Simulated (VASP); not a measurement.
ZnSe in VASP 6.6.1, single-point calculation

INCAR

```
EDIFF = 1E-7
ISMEAR = -1
SIGMA = 0.02
LDAU = .TRUE.
LWAVE = .FALSE.
LDAUTYPE = 2
ISIF = 2
LDAUU = 5.0 0
ISPIN = 2
LREAL = .FALSE.
GGA = PE
LDAUJ = 0 0
LDAUL = 2 -1
ENCUT = 520
LASPH = .TRUE.
NELM = 120
NBANDS = 16
LCHARG = .FALSE.
NSW = 0
MAGMOM = 2 2
LMAXMIX = 4
PREC = Accurate
IBRION = -1
```

KPOINTS

```
KPOINTS created by Atomic Simulation Environment
0
Gamma
4 4 4
0 0 0
```

POSCAR

```
Zn Se
 1.0000000000000000
     0.0000000000000000    2.8324206844000002    2.8040964774999999
     2.8324206844000002    0.0000000000000000    2.8040964774999999
     2.8324206844000002    2.8324206844000002    0.0000000000000000
 Zn  Se
   1   1
Cartesian
  0.0000000000000000  0.0000000000000000  0.0000000000000000
  1.4162103421999999  1.4162103421999999  1.4020482387499997
```

The recommended PBE PAW datasets give the neutral cell 18 valence electrons.

Command

```
mpirun -np 1 vasp_std
```

**Question.** Predict the outcome of this run.

**Answer.** It converged. Results: pressure 2.2 GPa; magnetic moment of the cell 0.00 μB.

OSZICAR

```
N       E                     dE             d eps       ncg     rms          rms(c)
DAV:   1     0.878244313370E+02    0.87824E+02   -0.91302E+03   832   0.130E+03
DAV:   2     0.208378920075E+01   -0.85741E+02   -0.80506E+02   944   0.256E+02
DAV:   3    -0.355007454136E+01   -0.56339E+01   -0.56103E+01  1016   0.648E+01
DAV:   4    -0.359445006624E+01   -0.44376E-01   -0.44371E-01  1064   0.620E+00
DAV:   5    -0.359461813731E+01   -0.16807E-03   -0.16807E-03  1000   0.319E-01    0.158E+01
DAV:   6    -0.526116110463E+01   -0.16665E+01   -0.84562E-01   952   0.189E+01    0.689E+00
DAV:   7    -0.556142218651E+01   -0.30026E+00   -0.19640E-01   888   0.715E+00    0.305E+00
DAV:   8    -0.556634945564E+01   -0.49273E-02   -0.40034E-02   912   0.236E+00    0.169E+00
DAV:   9    -0.557361486538E+01   -0.72654E-02   -0.61927E-03   880   0.798E-01    0.385E-01
DAV:  10    -0.557392842088E+01   -0.31356E-03   -0.12050E-03  1016   0.327E-01    0.105E-01
DAV:  11    -0.557421527958E+01   -0.28686E-03   -0.24380E-04   968   0.154E-01    0.487E-02
DAV:  12    -0.557427071558E+01   -0.55436E-04   -0.36328E-05  1040   0.611E-02    0.317E-02
DAV:  13    -0.557430299008E+01   -0.32275E-04   -0.34420E-05   976   0.364E-02    0.737E-03
DAV:  14    -0.557430442606E+01   -0.14360E-05   -0.14860E-06  1040   0.943E-03    0.261E-03
DAV:  15    -0.557430479260E+01   -0.36654E-06   -0.19720E-07  1000   0.318E-03    0.130E-03
DAV:  16    -0.557430497556E+01   -0.18296E-06   -0.19155E-07   944   0.270E-03    0.471E-04
DAV:  17    -0.557430498462E+01   -0.90592E-08   -0.10670E-08   680   0.888E-04
   1 F= -.55743050E+01 E0= -.55743050E+01  d E =-.884821E-11  mag=     0.0000
```

For comparison, a separate PBE run of the intended cell, on usual settings and not on those above, gives a gap of 1.31 eV on its mesh and a pressure of 3.1 GPa.
